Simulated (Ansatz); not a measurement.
Runs of Ansatz 0.2.0 on TaN. It takes space group Fm-3m (No. 225, cubic). The conventional cell has a = 4.423 Å, b = 4.423 Å, c = 4.423 Å, α = 90.00°, β = 90.00°, γ = 90.00°. Around Ta (site symmetry m-3m) lie 6 N at 2.21 Å. N (site symmetry m-3m) has 6 Ta at 2.21 Å as nearest neighbours. The cell comes from a database or a generator and needn't be the stable form of this composition.

```csv
task,level,spin,k mesh,cutoff (eV),points for each segment of the path,share of exact exchange,mesh quality,gap on the mesh (eV),pressure (GPa)
band structure,r2SCAN,"SOC, no magnetisation",10 × 10 × 10,500,14,-,not flagged,none,-6.2
single point,HSE06 form with a typed share of exact exchange,off,6 × 6 × 6,420,-,0,coarse,none,-0.8
single point,HSE06 form with a typed share of exact exchange,off,6 × 6 × 6,420,-,0.35,coarse,none,(a)
single point,HSE06 form with a typed share of exact exchange,off,6 × 6 × 6,420,-,0.5,coarse,none,-17.6
band structure,r2SCAN,off,10 × 10 × 10,500,14,-,not flagged,none,-6.2
```

Alike in all rows: potentials or basis Ansatz PAW; cell as given; smearing fermi-dirac 0.05 eV.

**Question.** Fill in the values left out.

**Answer.** (a) -12.7.

Caveats: some runs use coarse meshes; the PAW data sets come from PBE, with cores solved anew for the run's functional, which leaves a small shift of forces and pressure (some runs); the thresholds are loose for stress (some runs); the PAW data sets were made with another functional, which shifts forces and pressure a little (some runs); spin-orbit coupling is left out, which moves the levels of the heavy elements (some runs).

A k mesh can miss the band edges, and rows without SOC leave out spin-orbit coupling on Ta.

A gap of «none» marks a metal or a gap under the smearing width.
